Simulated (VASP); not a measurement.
Crystal: HgSe.

```
CELL_PARAMETERS angstrom
0.00000 3.03900 3.03900
3.03900 0.00000 3.03900
3.03900 3.03900 0.00000
ATOMIC_POSITIONS crystal
Hg 0.00000 0.00000 0.00000
Se 0.75000 0.75000 0.75000
```

- Program: VASP 6.6.1
- Task: single point
- Functional: PBE
- Potentials or basis: VASP PAW PBE potentials, release 64 (Hg, Se)
- Cutoff: 520 eV
- k mesh: 8 × 8 × 8
- Occupations: fermi-dirac, width 0.05 eV
- Spin: no spin polarisation

On this cell: pressure 5.0 GPa; largest force zero by symmetry; band gap on the k mesh none (metal or under the smearing width).

The same run follows on a disturbed copy (atoms moved at random, drawn with an rms of 0.05 Å):

```
Hg Se
1.0
     0.00000    3.03900    3.03900
     3.03900    0.00000    3.03900
     3.03900    3.03900    0.00000
Hg Se
1 1
Direct
  0.00528 0.99175 0.01093
  0.75446 0.73484 0.76053
```

**Question.** What changes?

**Answer.** The energy (extrapolated to zero smearing) moves by +1.1 meV/atom; pressure 5.0 GPa; largest force 0.129 eV/Å; band gap on the k mesh none (metal or under the smearing width).

Forces on the atoms (eV/Å):
```
Hg  -0.089 -0.006 -0.094
Se   0.089  0.006  0.094
```

Stress tensor (GPa, compression positive):
```
 5.04 -0.46 -0.04
-0.46  5.05 -0.43
-0.04 -0.43  5.04
```
